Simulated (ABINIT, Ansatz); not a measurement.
Given: the input of a run of Ansatz 0.2.0 on Ta2N. Atoms were shifted at random by some hundredths of an Å from the given cell, which wasn't relaxed again for these runs. The cell comes from a database or a generator and needn't be the stable form of this composition.

input.yaml

```yaml
crystal:
  lattice:
    - [3.112861506, 0.0, 0.0]
    - [-1.556430753, 2.6958171426, 0.0]
    - [0.0, 0.0, 4.869841]
  atoms:
    - { symbol: Ta, position: [0.324603, 0.653424, 0.251293] }
    - { symbol: Ta, position: [0.690688, 0.342229, 0.743211] }
    - { symbol: "N", position: [-0.001655, 0.005883, 0.003957] }
hamiltonian:
  xc: pbesol
  pseudopotentials: { kind: paw }
kpoints:
  mp_grid: { grid: [10, 10, 6] }
scf:
  occupations: { method: fermi_dirac, width: 0.05 }
output:
  forces: true
  stress: true
  eigenvalues: true
  write_density: true
  write_potential: true
  elf: true
  volumetric_format: npy
```

Potentials or basis: Ansatz PAW.

The run is started by

```bash
$ ansatz run input.yaml --threads 1 --pin off --max-ram 3584MiB --backend cpu --events-out ev --progress --plain --runs-dir out
```

Set up the same calculation for ABINIT 10.8.3 (patched build). Potentials or basis there: PseudoDojo NC SR PBEsol v0.4.1 standard, cutoff 1143 eV.

As run (cutoffs and basis follow the program's own potentials, and thresholds, step limits or extra output files can differ):

The input run.abi:

```
# Pseudopotentials
pp_dirpath "./"
pseudos "Ta.upf, N.upf"

# Structure
acell 5.8824557102 5.8824557101 9.2026657605
rprim
     1.0000000000     0.0000000000     0.0000000000
    -0.5000000000     0.8660254038     0.0000000000
     0.0000000000     0.0000000000     1.0000000000
ntypat 2
znucl 73 7
natom 3
typat 1 1 2
xred
     0.3246030000     0.6534240000     0.2512930000
     0.6906880000     0.3422290000     0.7432110000
    -0.0016550000     0.0058830000     0.0039570000
chkprim 0
chksymtnons 0
tolsym 1.0e-6

# Plane-wave basis
ecut 42.0

# k points
kptopt 1
ngkpt 10 10 6
nshiftk 1
shiftk 0.0 0.0 0.0

# Exchange and correlation
ixc -116133

# Bands and occupations
nband 20
occopt 3
tsmear 0.05 eV

# SCF cycle
nstep 100
tolvrs 1.0e-10

# Output
iomode 3
prtwf 0
prtden 0
prteig 0
prtebands 0
```

Potentials or basis: PseudoDojo NC SR PBEsol v0.4.1 standard.

Launch:

```bash
$ abinit run.abi > log 2>&1
```

Both were run:

|  | Ansatz | ABINIT |
| --- | --- | --- |
| Pressure | -8.4 GPa | -8.5 GPa |
| Largest force | 0.760 eV/Å | 0.747 eV/Å |

Ansatz's pressure holds a Pulay term of +0.29 GPa for its cutoff of 420 eV, which the other run lacks.

Ansatz's potentials were made for PBE.

Where Ansatz's input types no cutoff or centring, it takes its own default and a Γ-centred mesh.

Pressure is positive in compression.
